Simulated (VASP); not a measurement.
TaC: elastic constants with PBE

TaC:

```
Ta C
1.0
     0.00000    2.23911    2.23911
     2.23911    0.00000    2.23911
     2.23911    2.23911    0.00000
Ta C
1 1
Direct
  0.00000 0.00000 0.00000
  0.50000 0.50000 0.50000
```

| Item | Value |
| --- | --- |
| Program | VASP 6.6.1 |
| Task | elastic constants |
| Functional | PBE |
| Potentials or basis | VASP PAW PBE potentials, release 64 (Ta_pv, C) |
| Cutoff | 600 eV |
| k mesh | 26 × 26 × 26 |
| Occupations | methfessel-paxton, width 0.2 eV |
| Spin | no spin polarisation |
| Ions in elastic constants | relaxed |
| Further INCAR settings | ALGO = Normal; EDIFF = 1e-08; IBRION = 6; POTIM = 0.015; NSW = 1; ISIF = 3 |

```json
{
  "Elastic constants C11, C12, C44": "719, 128, 179 GPa",
  "Voigt bulk modulus": "325 GPa",
  "Highest phonon frequency at Γ, LO-TO splitting left out": "539 cm⁻¹"
}
```

Phonon frequencies in cm⁻¹ (negative: imaginary):
```csv
q point,frequencies
"(0.000, 0.000, 0.000)",0 0 0 539 539 539
```

Elastic tensor in Voigt notation (GPa, in the Cartesian axes of the cell as first typed):
```
719 128 128   0   0   0
128 719 128   0   0   0
128 128 719   0   0   0
  0   0   0 179   0   0
  0   0   0   0 179   0
  0   0   0   0   0 179
```

Clamped-ion elastic tensor (GPa):
```
719 128 128   0   0   0
128 719 128   0   0   0
128 128 719   0   0   0
  0   0   0 179   0   0
  0   0   0   0 179   0
  0   0   0   0   0 179
```

Wall time 70 min on 2 MPI ranks on Intel(R) Xeon(R) Platinum 8259CL CPU @ 2.50GHz (Skylake/Cascade Lake), on a shared host, peak memory 2.3 GiB a rank.

The run has no spin-orbit coupling, so splittings on Ta are missing.
